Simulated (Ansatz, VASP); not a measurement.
**Two plane-wave programs on In**

```
CELL_PARAMETERS angstrom
-1.88253 1.88253 1.88253
1.88253 -1.88253 1.88253
1.88253 1.88253 -1.88253
ATOMIC_POSITIONS crystal
In 0.00000 0.00000 0.00000
```

This isn't the form of In at room conditions, which is tetragonal.

Alike in both runs: task single point; functional LDA; k mesh 18 × 18 × 18; occupations gaussian, width 0.15 eV; no spin polarisation.

```csv
,VASP,Ansatz
version,VASP 6.6.1,Ansatz 0.2.0
potentials or method,"VASP PAW LDA potentials, release 64 (In_d)","scalar-relativistic, plane waves, PAW"
plane-wave cutoff (eV),520,420
valence electrons in the cell,13,13
```

```tsv
	VASP	Ansatz	Ansatz less VASP
gap on the k mesh at the Fermi level (eV)	none	none	-
pressure (GPa)	-2.9	-2.9	0.00
```

A gap of «none» marks a metal or a gap that the smearing closes.
